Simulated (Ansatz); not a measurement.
## ZnCu (Pm-3m), two-dimensional strain map

All numbers below come from DFT PBEsol, scalar-relativistic, plane waves, PAW in Ansatz 0.2.0. Cutoff 420 eV, Γ-centred 16×16×16 k-points, Gaussian smearing of 0.15 eV. No spin polarisation. Energies are free energies at this smearing, counted from the undisturbed cell; pressure is positive in compression.

The starting cell (as given, not relaxed at this level; it stands at -4.7 GPa, and it needn't be the usual structure):

```
Zn Cu
1.0
     2.94500    0.00000    0.00000
     0.00000    2.94500    0.00000
     0.00000    0.00000    2.94500
Zn Cu
1 1
Direct
  0.50000 0.50000 0.50000
  0.00000 0.00000 0.00000
```

The cell is strained by p along both x and y and by q along z, fractional coordinates fixed. Points are written (p, q).

Energy above the undisturbed cell in meV/atom (a dash: not computed):

```
 p \ q  -0.030  -0.015  0.000  0.015  0.030
-0.030     8.9     0.9   -4.2   -6.7   -6.6
-0.015       ?       ?   -6.9   -4.6   -0.2
 0.000    -6.9       ?    0.0    6.6   15.0
 0.015    -0.1     6.4   15.1   25.7   37.7
 0.030    15.0       ?   37.5   51.5   66.9
```

Q: Fill in the withheld energies.

A: (-0.015, -0.030): -4.3; (-0.015, -0.015): -6.9; (0.000, -0.015): -4.6; (0.030, -0.015): 25.1.